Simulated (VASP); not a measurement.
# EuS (Fm-3m) in VASP: a series of runs, part 2 of 2

VASP 6.6.1. Earlier steps stand in the parts before.

## (4) Electric field gradients, PBEsol+U, collinear spin, ferromagnetic start

Contents of INCAR:

```
SYSTEM = EuS
ALGO = Normal
EDIFF = 1E-7
ENCUT = 500
GGA = PS
ISIF = 2
ISMEAR = -1
ISPIN = 2
LASPH = .True.
LCHARG = .False.
LDAU = .True.
LDAUJ = 0 0
LDAUL = 3 -1
LDAUPRINT = 1
LDAUTYPE = 2
LDAUU = 6 0
LEFG = .True.
LMAXMIX = 6
LORBIT = 11
LREAL = .False.
LWAVE = .False.
MAGMOM = 7 0
NELM = 150
PREC = Accurate
SIGMA = 0.05
```

Contents of KPOINTS:

```
k-points
0
Gamma
  10 10 10
  0 0 0
```

Contents of POSCAR:

```
EuS
1.0
    0.0000000000      2.9785000000      2.9785000000
    2.9785000000      0.0000000000      2.9785000000
    2.9785000000      2.9785000000      0.0000000000
Eu S
1 1
Direct
    0.0000000000      0.0000000000      0.0000000000
    0.5000000000      0.5000000000      0.5000000000
```

Potentials or basis: VASP PAW PBE potentials, release 64 (Eu, S).

Command:

```
$ cat potpaw_PBE.64/Eu/POTCAR potpaw_PBE.64/S/POTCAR > POTCAR
$ mpirun -np 1 vasp_std > vasp.out
```

OUTCAR:

```text
SYSTEM = EuS
   EDIFF = 1E-7
   ENCUT = 500
   GGA = PS
   ISIF = 2
   ISMEAR = -1
   ISPIN = 2
   LASPH = .True.
   LORBIT = 11
   LREAL = .False.
   NELM = 150
   PREC = Accurate

 ion  position               nearest neighbor table
   1  0.000  0.000  0.000-   2 2.98   2 2.98   2 2.98   2 2.98   2 2.98   2 2.98
   2  0.500  0.500  0.500-   1 2.98   1 2.98   1 2.98   1 2.98   1 2.98   1 2.98

  LATTYP: Found a face centered cubic cell.
 ALAT       =     5.9570000000

  Lattice vectors:

 A1 = (   0.0000000000,   2.9785000000,   2.9785000000)
 A2 = (   2.9785000000,   0.0000000000,   2.9785000000)
 A3 = (   2.9785000000,   2.9785000000,   0.0000000000)

Analysis of symmetry for initial positions (statically):
=====================================================================
 Subroutine PRICEL returns:
 Original cell was already a primitive cell.

 Routine SETGRP: Setting up the symmetry group for a
 face centered cubic supercell.

 Subroutine GETGRP returns: Found 48 space group operations
 (whereof 48 operations were pure point group operations)
 out of a pool of 48 trial point group operations.

The static configuration has the point symmetry O_h .

Analysis of symmetry for dynamics (positions and initial velocities):
=====================================================================
 Subroutine PRICEL returns:
 Original cell was already a primitive cell.

 Routine SETGRP: Setting up the symmetry group for a
 face centered cubic supercell.

 Subroutine GETGRP returns: Found 48 space group operations
 (whereof 48 operations were pure point group operations)
[... 1285 lines left out ...]
  -------------------------------------------------------------------------------------
  Total       -0.6424776     -0.6424776     -0.6424776      0.0000000     -0.0000000      0.0000000
  in kB      -19.4780639    -19.4780639    -19.4780639      0.0000000     -0.0000000      0.0000000
  external PRESSURE =     -19.4780639 kB  Pullay stress =       0.0000000 kB

 VOLUME and BASIS-vectors are now :
 -----------------------------------------------------------------------------
  energy-cutoff  :      500.00
  volume of cell :       52.85
      direct lattice vectors                 reciprocal lattice vectors
     0.000000000  2.978500000  2.978500000    -0.167869733  0.167869733  0.167869733
     2.978500000  0.000000000  2.978500000     0.167869733 -0.167869733  0.167869733
     2.978500000  2.978500000  0.000000000     0.167869733  0.167869733 -0.167869733

 POSITION                                       TOTAL-FORCE (eV/Angst)
 -----------------------------------------------------------------------------------
      0.00000      0.00000      0.00000         0.000000     -0.000000     -0.000000
      2.97850      2.97850      2.97850        -0.000000      0.000000      0.000000
 -----------------------------------------------------------------------------------
    total drift:                                0.000000     -0.000000     -0.000000

  FREE ENERGIE OF THE ION-ELECTRON SYSTEM (eV)
  ---------------------------------------------------
  free  energy   TOTEN  =       -19.6782214331 eV

  energy  without entropy=      -19.6780818925  energy(sigma->0) =      -19.67815166

 Electric field gradients (V/A^2)
---------------------------------------------------------------------
 ion       V_xx      V_yy      V_zz      V_xy      V_xz      V_yz
---------------------------------------------------------------------
   1      -0.000     0.000    -0.000    -0.001    -0.001    -0.001
   2      -0.000    -0.000     0.000    -0.000    -0.000    -0.000
---------------------------------------------------------------------

 Electric field gradients after diagonalization (V/A^2)
 (convention: |V_zz| > |V_xx| > |V_yy|)
----------------------------------------------------------------------
 ion       V_xx      V_yy      V_zz     asymmetry (V_yy - V_xx)/ V_zz
----------------------------------------------------------------------
   1       0.001     0.001    -0.003       0.000
   2       0.000     0.000    -0.001       0.000
----------------------------------------------------------------------

           NMR quadrupolar parameters

 Cq : quadrupolar parameter    Cq=e*Q*V_zz/h
 eta: asymmetry parameters     (V_yy - V_xx)/ V_zz
 Q  : nuclear electric quadrupole moment in mb (millibarn)
----------------------------------------------------------------------
 ion       Cq(MHz)       eta       Q (mb)
----------------------------------------------------------------------
   1      -0.000       0.000       1.000
   2      -0.000       0.000       1.000
----------------------------------------------------------------------

 total charge

# of ion       s       p       d       f       tot
--------------------------------------------------
    1        2.025   5.756   0.249   6.820  14.850
    2        1.312   2.421   0.000   0.000   3.733
--------------------------------------------------
tot          3.337   8.177   0.249   6.820  18.584

 magnetization (x)

# of ion       s       p       d       f       tot
--------------------------------------------------
    1       -0.013  -0.105   0.046   6.801   6.730
    2       -0.006  -0.058   0.000   0.000  -0.065
--------------------------------------------------
tot         -0.019  -0.163   0.046   6.801   6.665
```

stdout:

```text
POSCAR found type information on POSCAR EuS
 POSCAR found :  2 types and       2 ions
 scaLAPACK will be used
 -----------------------------------------------------------------------------
|                                                                             |
|                                                                             |
|     You enforced a specific xc type in the INCAR file but a different       |
|     I HOPE YOU KNOW WHAT YOU ARE DOING!                                     |
|                                                                             |
 -----------------------------------------------------------------------------

 LDA part: xc-table for (Slater+PW92), standard interpolation
 POSCAR, INCAR and KPOINTS ok, starting setup
 FFT: planning ... GRIDC
 FFT: planning ... GRID_SOFT
 FFT: planning ... GRID
 WAVECAR not read
 entering main loop
ion   1

ion   2
```

Run time: 44 s. Hardware: 1 thread of Intel Xeon 6975P-C (Granite Rapids), shared host; peak memory 0.26 GiB.

What came out:

| Quantity | Value |
| --- | --- |
| Free energy | -19.6782 eV |
| Pressure | -1.9 GPa |
| Band gap on the k mesh | 0.28 eV, indirect (least direct gap 0.56 eV) |
| Net moment | 7.00 μB per cell |
| Site moments | Eu +6.73; S -0.07 μB |
| Valence electrons inside the program's atomic spheres | Eu 14.85; S 3.73 |

Levels at points of the mesh, in eV from the valence-band top:
Spin up:
| k point | band 11 | band 12 | band 13 | band 14 | band 15 | band 16 | band 17 | band 18 | band 19 |
| --- | --- | --- | --- | --- | --- | --- | --- | --- | --- |
| (0.00, 0.00, 0.00) | -0.58 | -0.58 | 0.00 | 0.00 | 0.00 | 1.87 | 2.25 | 2.25 | 2.25 |
| (0.50, 0.00, 0.00) | -0.69 | -0.61 | -0.61 | -0.58 | -0.57 | 3.93 | 4.44 | 4.93 | 4.93 |
| (0.50, 0.50, 0.00) | -0.63 | -0.63 | -0.60 | -0.28 | -0.28 | 0.28 | 4.32 | 4.34 | 5.79 |
Spin down:
```csv
k point,band 6,band 7,band 8,band 9,band 10,band 11
"(0.00, 0.00, 0.00)",-1.50,-1.50,-1.50,2.30,2.89,2.89
"(0.50, 0.00, 0.00)",-4.15,-2.70,-2.70,4.10,5.11,5.89
"(0.50, 0.50, 0.00)",-2.69,-1.87,-1.87,0.80,4.92,5.17
```

Electric field gradients, principal values (V/Å²):
```tsv
atom	Vxx	Vyy	Vzz
1 Eu	0.001	0.001	-0.003
2 S	0.000	0.000	-0.001
```

Eigenvalues of the final occupation matrices:
| site | spin | trace | eigenvalues |
| --- | --- | --- | --- |
| site 1 f | 1 | 6.82 | 0.97 0.97 0.97 0.97 0.98 0.98 0.98 |
| site 1 f | 2 | 0.01 | 0.00 0.00 0.00 0.00 0.00 0.00 0.00 |

Caveat: the PAW data sets were made with another functional, which shifts forces and pressure a little; spin-orbit coupling is left out, which moves the levels of the heavy elements; a cell with one magnetic atom can't hold antiferromagnetic order, which such compounds often take. The state reached can hang on the start; a lower one may exist.

## (5) Electric field gradients, PBEsol+U, collinear spin, ferromagnetic start

Changes to INCAR since step 4:

```diff
@@ -3,3 +3,3 @@
 EDIFF = 1E-7
-ENCUT = 500
+ENCUT = 600
 GGA = PS
```

KPOINTS is that of step 4.

POSCAR is that of step 4.

Potentials or basis: VASP PAW PBE potentials, release 64 (Eu, S).

Command:

```
$ cat potpaw_PBE.64/Eu/POTCAR potpaw_PBE.64/S/POTCAR > POTCAR
$ mpirun -np 1 vasp_std > vasp.out
```

OUTCAR:

```text
SYSTEM = EuS
   EDIFF = 1E-7
   ENCUT = 600
   GGA = PS
   ISIF = 2
   ISMEAR = -1
   ISPIN = 2
   LASPH = .True.
   LORBIT = 11
   LREAL = .False.
   NELM = 150
   PREC = Accurate

 ion  position               nearest neighbor table
   1  0.000  0.000  0.000-   2 2.98   2 2.98   2 2.98   2 2.98   2 2.98   2 2.98
   2  0.500  0.500  0.500-   1 2.98   1 2.98   1 2.98   1 2.98   1 2.98   1 2.98

  LATTYP: Found a face centered cubic cell.
 ALAT       =     5.9570000000

  Lattice vectors:

 A1 = (   0.0000000000,   2.9785000000,   2.9785000000)
 A2 = (   2.9785000000,   0.0000000000,   2.9785000000)
 A3 = (   2.9785000000,   2.9785000000,   0.0000000000)

Analysis of symmetry for initial positions (statically):
=====================================================================
 Subroutine PRICEL returns:
 Original cell was already a primitive cell.

 Routine SETGRP: Setting up the symmetry group for a
 face centered cubic supercell.

 Subroutine GETGRP returns: Found 48 space group operations
 (whereof 48 operations were pure point group operations)
 out of a pool of 48 trial point group operations.

The static configuration has the point symmetry O_h .

Analysis of symmetry for dynamics (positions and initial velocities):
=====================================================================
 Subroutine PRICEL returns:
 Original cell was already a primitive cell.

 Routine SETGRP: Setting up the symmetry group for a
 face centered cubic supercell.

 Subroutine GETGRP returns: Found 48 space group operations
 (whereof 48 operations were pure point group operations)
 out of a pool of 48 trial point group operations.

The dynamic configuration has the point symmetry O_h .

Analysis of structural, dynamic, and magnetic symmetry:
=====================================================================
 Subroutine PRICEL returns:
 Original cell was already a primitive cell.

 Routine SETGRP: Setting up the symmetry group for a
 face centered cubic supercell.

 Subroutine GETGRP returns: Found 48 space group operations
 (whereof 48 operations were pure point group operations)
 out of a pool of 48 trial point group operations.

The overall configuration has the point symmetry O_h .

 Subroutine INISYM returns: Found 48 space group operations
 (whereof 48 operations are pure point group operations),
 and found     1 'primitive' translations

----------------------------------------------------------------------------------------

                                     Primitive cell

  volume of cell :      52.8473

  direct lattice vectors                    reciprocal lattice vectors
[... 166 lines left out ...]
  o =  0.9751  v =  0.0000 -0.0000 -0.0000  0.0000  0.7888  0.0674  0.6110  0.0000  0.0000  0.0000  0.0000  0.0000  0.0000  0.0000      0.0000  0.0000  0.0000  0.0000  0.0000  0.0000  0.0000  0.0000  0.0000  0.0000  0.0000  0.0000  0.0000  0.0000
  o =  0.9751  v =  0.6124 -0.0000 -0.7906 -0.0000 -0.0000 -0.0000 -0.0000  0.0000  0.0000  0.0000  0.0000  0.0000  0.0000  0.0000      0.0000  0.0000  0.0000  0.0000  0.0000  0.0000  0.0000  0.0000  0.0000  0.0000  0.0000  0.0000  0.0000  0.0000
  o =  0.9751  v =  0.0000 -0.0000  0.0000 -0.0000  0.0532 -0.9977  0.0412  0.0000  0.0000  0.0000  0.0000  0.0000  0.0000  0.0000      0.0000  0.0000  0.0000  0.0000  0.0000  0.0000  0.0000  0.0000  0.0000  0.0000  0.0000  0.0000  0.0000  0.0000

 number of electron      22.9999997 magnetization       6.9999997

 Free energy of the ion-electron system (eV)
  ---------------------------------------------------
  ext. energy  EPLUGINS =         0.00000000
  ---------------------------------------------------
  free energy    TOTEN  =       -19.68030181 eV

  energy without entropy =      -19.68016369  energy(sigma->0) =      -19.68023275

 E-fermi :   3.2925     XC(G=0):  -9.7618

 val. band max:        3.1308856780   @ k =   0.0000   0.0000   0.0000
 cond. band min:       3.4119558371   @ k =   0.5000   0.5000   0.0000
 fundamental gap:      0.2810701591
 Fermi energy:         3.2925223602

 spin component 1

 k-point     1 :       0.0000    0.0000    0.0000
  band No.  band energies     occupation
      1     -36.5048      1.00000
      2     -15.3853      1.00000
      3     -15.3853      1.00000
      4     -15.3853      1.00000
      5      -9.2685      1.00000
      6       1.1430      1.00000
[... 1049 lines left out ...]
     18      12.7599      0.00000
     19      12.8287      0.00000

 [... further k-points ...]

------------------------ aborting loop because EDIFF is reached ----------------------------------------

  FORCE on cell =-STRESS in cart. coord.  units (eV):
  Direction    XX          YY          ZZ          XY          YZ          ZX
  --------------------------------------------------------------------------------------
  -------------------------------------------------------------------------------------
  Total       -0.6102536     -0.6102536     -0.6102536     -0.0000000      0.0000000     -0.0000000
  in kB      -18.5011239    -18.5011239    -18.5011239     -0.0000000      0.0000000     -0.0000000
  external PRESSURE =     -18.5011239 kB  Pullay stress =       0.0000000 kB

 VOLUME and BASIS-vectors are now :
 -----------------------------------------------------------------------------
  energy-cutoff  :      600.00
  volume of cell :       52.85
      direct lattice vectors                 reciprocal lattice vectors
     0.000000000  2.978500000  2.978500000    -0.167869733  0.167869733  0.167869733
     2.978500000  0.000000000  2.978500000     0.167869733 -0.167869733  0.167869733
     2.978500000  2.978500000  0.000000000     0.167869733  0.167869733 -0.167869733

 POSITION                                       TOTAL-FORCE (eV/Angst)
 -----------------------------------------------------------------------------------
      0.00000      0.00000      0.00000        -0.000000      0.000000     -0.000000
      2.97850      2.97850      2.97850         0.000000      0.000000      0.000000
 -----------------------------------------------------------------------------------
    total drift:                                0.000000      0.000000      0.000000

  FREE ENERGIE OF THE ION-ELECTRON SYSTEM (eV)
  ---------------------------------------------------
  free  energy   TOTEN  =       -19.6803018076 eV

  energy  without entropy=      -19.6801636883  energy(sigma->0) =      -19.68023275

 Electric field gradients (V/A^2)
---------------------------------------------------------------------
 ion       V_xx      V_yy      V_zz      V_xy      V_xz      V_yz
---------------------------------------------------------------------
   1      -0.000    -0.000    -0.000    -0.001    -0.001    -0.001
   2       0.000    -0.000    -0.000    -0.000    -0.000    -0.000
---------------------------------------------------------------------

 Electric field gradients after diagonalization (V/A^2)
 (convention: |V_zz| > |V_xx| > |V_yy|)
----------------------------------------------------------------------
 ion       V_xx      V_yy      V_zz     asymmetry (V_yy - V_xx)/ V_zz
----------------------------------------------------------------------
   1       0.001     0.001    -0.002       0.000
   2       0.000     0.000    -0.001       0.000
----------------------------------------------------------------------

           NMR quadrupolar parameters

 Cq : quadrupolar parameter    Cq=e*Q*V_zz/h
 eta: asymmetry parameters     (V_yy - V_xx)/ V_zz
 Q  : nuclear electric quadrupole moment in mb (millibarn)
----------------------------------------------------------------------
 ion       Cq(MHz)       eta       Q (mb)
----------------------------------------------------------------------
   1      -0.000       0.000       1.000
   2      -0.000       0.000       1.000
----------------------------------------------------------------------

 total charge

# of ion       s       p       d       f       tot
--------------------------------------------------
    1        2.025   5.755   0.249   6.820  14.850
    2        1.312   2.421   0.000   0.000   3.733
--------------------------------------------------
tot          3.337   8.176   0.249   6.820  18.582

 magnetization (x)

# of ion       s       p       d       f       tot
--------------------------------------------------
    1       -0.013  -0.105   0.046   6.801   6.730
    2       -0.006  -0.058   0.000   0.000  -0.065
--------------------------------------------------
tot         -0.019  -0.163   0.046   6.801   6.665
```

Wall time 71 s (1 thread of Intel Xeon 6975P-C (Granite Rapids), shared host); peak memory 0.31 GiB.

Results:

- Free energy: -19.6803 eV
- Pressure: -1.9 GPa
- Band gap on the k mesh: 0.28 eV, indirect (least direct gap 0.56 eV)
- Net moment: 7.00 μB per cell
- Site moments: Eu +6.73; S -0.07 μB
- Valence electrons inside the program's atomic spheres: Eu 14.85; S 3.73

Levels at points of the mesh, in eV from the valence-band top:
Spin up:
```tsv
k point	band 12	band 13	band 14	band 15	band 16	band 17	band 18	band 19
(0.00, 0.00, 0.00)	-0.58	0.00	0.00	0.00	1.87	2.25	2.25	2.25
(0.50, 0.00, 0.00)	-0.61	-0.61	-0.58	-0.57	3.93	4.44	4.93	4.93
(0.50, 0.50, 0.00)	-0.63	-0.60	-0.28	-0.28	0.28	4.32	4.34	5.86
```
Spin down:
| k point | band 6 | band 7 | band 8 | band 9 | band 10 | band 11 |
| --- | --- | --- | --- | --- | --- | --- |
| (0.00, 0.00, 0.00) | -1.50 | -1.50 | -1.50 | 2.31 | 2.89 | 2.89 |
| (0.50, 0.00, 0.00) | -4.14 | -2.70 | -2.70 | 4.10 | 5.11 | 5.89 |
| (0.50, 0.50, 0.00) | -2.68 | -1.87 | -1.87 | 0.80 | 4.92 | 5.18 |

Electric field gradients, principal values (V/Å²):
```
atom    Vxx    Vyy     Vzz
1 Eu  0.001  0.001  -0.002
 2 S  0.000  0.000  -0.001
```

Eigenvalues of the final occupation matrices:
```
    site  spin  trace                         eigenvalues
site 1 f     1   6.82  0.97 0.97 0.97 0.97 0.98 0.98 0.98
site 1 f     2   0.01  0.00 0.00 0.00 0.00 0.00 0.00 0.00
```

Caveat: the PAW data sets were made with another functional, which shifts forces and pressure a little; spin-orbit coupling is left out, which moves the levels of the heavy elements; a cell with one magnetic atom can't hold antiferromagnetic order, which such compounds often take. A k mesh can miss the band edges.

## (6) Summary

| k mesh | cutoff (eV) | gap on the mesh (eV) | pressure (GPa) | moment (μB) |
| --- | --- | --- | --- | --- |
| 14 × 14 × 14 | 520 | 0.28 | -1.9 | 7.00 |
| 10 × 10 × 10 | 700 | 0.28 | -1.9 | 7.00 |
| 10 × 10 × 10 | 500 | 0.28 | -1.9 | 7.00 |
| 10 × 10 × 10 | 600 | 0.28 | -1.9 | 7.00 |

Alike in all rows: task electric field gradients; level PBEsol+U; potentials or basis VASP PAW PBE potentials, release 64 (Eu, S); spin collinear, ferromagnetic start; Eu f U = 6.0 eV; cell as given; smearing fermi-dirac 0.05 eV.

On the cell as given the gap runs from 0.28 eV (PBEsol+U) to 0.28 eV (PBEsol+U); the meshes differ, which moves gaps too.

Caveats: the PAW data sets were made with another functional, which shifts forces and pressure a little; spin-orbit coupling is left out, which moves the levels of the heavy elements; a cell with one magnetic atom can't hold antiferromagnetic order, which such compounds often take.

Absolute energies hang on the potentials; compare differences alone.
